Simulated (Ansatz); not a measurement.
Density of states of TaN (P6_3/mmc, a = 2.917 Å, b = 2.917 Å, c = 5.915 Å, α = 90.00°, β = 90.00°, γ = 120.00°), in states per eV and primitive cell, averaged over bins of 0.3 eV. Computed with Ansatz 0.2.0, DFT PBE, scalar-relativistic, plane waves, PAW.

Plane waves to 420 eV, a k mesh through Γ of 18×18×8 on the computed 4-atom cell and Gaussian smearing (0.10 eV); no spin polarisation.

The cell is relaxed at this level. The states (both spins) are summed by tetrahedra on a 27×27×12 mesh at the self-consistent density. Energies are bin centres; the table starts no lower than −8 eV and ends at 6 eV, or lower where the solved bands end.

It is a metal at this level.

```tsv
E − E_F (eV)	total	Ta 5d	N 2p	Ta 6s	N 2s
-7.90	1.13	0.35	0.59	0.13	0.02
-7.60	1.85	0.57	0.99	0.21	0.03
-7.30	2.84	0.89	1.56	0.28	0.04
-7.00	2.90	0.93	1.64	0.21	0.05
-6.70	1.87	0.61	1.07	0.10	0.04
-6.40	2.33	0.78	1.40	0.07	0.04
-6.10	2.35	0.72	1.48	0.05	0.04
-5.80	2.40	0.70	1.55	0.05	0.04
-5.50	2.45	0.70	1.60	0.04	0.04
-5.20	3.07	0.88	2.02	0.05	0.04
-4.90	3.29	0.97	2.16	0.04	0.03
-4.60	3.56	1.01	2.41	0.03	0.03
-4.30	2.94	0.77	2.05	0.02	0.02
-4.00	2.56	0.73	1.75	0.00	0.02
-3.70	1.41	0.48	0.89	0.00	0.01
-3.40	0.96	0.37	0.57	0.01	0.01
-3.10	0.58	0.23	0.32	0.01	0.01
-2.80	1.03	0.48	0.51	0.02	0.01
-2.50	1.03	0.61	0.37	0.03	0.01
-2.20	1.13	0.75	0.32	0.03	0.01
-1.90	1.65	1.24	0.32	0.04	0.01
-1.60	1.82	1.44	0.29	0.04	0.01
-1.30	1.81	1.49	0.23	0.04	0.01
-1.00	1.66	1.40	0.18	0.03	0.01
-0.70	1.51	1.31	0.14	0.02	0.01
-0.40	0.94	0.82	0.09	0.01	0.01
-0.10	0.99	0.85	0.11	0.01	0.01
0.20	0.98	0.81	0.14	0.01	0.01
0.50	1.53	1.17	0.28	0.03	0.02
0.80	1.67	1.26	0.31	0.04	0.03
1.10	1.55	1.23	0.23	0.04	0.02
1.40	1.59	1.26	0.23	0.04	0.03
1.70	1.79	1.41	0.27	0.05	0.03
2.00	1.75	1.38	0.25	0.05	0.03
2.30	1.81	1.42	0.27	0.05	0.03
2.60	1.71	1.38	0.20	0.05	0.02
2.90	1.63	1.36	0.14	0.05	0.02
3.20	1.40	1.13	0.13	0.05	0.03
3.50	2.03	1.51	0.16	0.11	0.17
3.80	3.88	2.97	0.31	0.11	0.36
4.10	3.52	2.57	0.32	0.13	0.39
4.40	3.44	2.44	0.40	0.14	0.36
4.70	4.18	3.08	0.59	0.12	0.29
```

The columns after the total are the main Löwdin projections on the occupied valence shells of the potentials; 2 others are left out. The rest of the total lies in those, in shells that are empty in the free atom, which aren't projected, and between the atoms.

Spin-orbit coupling is left out, which matters for the bands of heavy elements.

This form isn't the usual stable structure of the compound.

Cost: 1 run of about 1.1 core-minutes, on Arm Neoverse V1 (shared hosts).